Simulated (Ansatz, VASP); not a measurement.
Bi: VASP and Ansatz over several settings

```
Bi
1.0
    -1.95465    1.95465    1.95465
     1.95465   -1.95465    1.95465
     1.95465    1.95465   -1.95465
Bi
1
Direct
  0.00000 0.00000 0.00000
```

This isn't the form of Bi at room conditions, which is rhombohedral.

Single points on this cell with VASP 6.6.1 and Ansatz 0.2.0. Each row is one pair of runs. Alike in all rows: spin: off; k mesh: 9 × 9 × 9; smearing: fermi-dirac, width 0.05 eV.

```csv
level,"VASP's potentials, cutoff","Ansatz's potentials, cutoff","gap on the k mesh at the Fermi level (eV), VASP","gap on the k mesh at the Fermi level (eV), Ansatz","pressure (GPa), VASP","pressure (GPa), Ansatz"
LDA,"VASP PAW LDA potentials, release 64 (Bi_d), 520 eV","Ansatz PAW, 420 eV",none,none,-1.0,-1.1
r2SCAN,"VASP PAW PBE potentials, release 64 (Bi_d), 520 eV","Ansatz PAW, 500 eV",none,none,2.6,2.6
BLYP,"VASP PAW PBE potentials, release 64 (Bi_d), 520 eV","Ansatz PAW, 420 eV",none,none,8.1,7.9
```

Pressure (GPa): the two programs differ by at most 0.16.

A gap of «none» marks a metal or a gap that the smearing closes.

Caveats: spin-orbit coupling is left out, which moves the levels of the heavy elements; the PAW data sets were made with another functional, which shifts forces and pressure a little (VASP); the PAW data sets come from PBE, with cores solved anew for the run's functional, which leaves a small shift of forces and pressure (Ansatz).
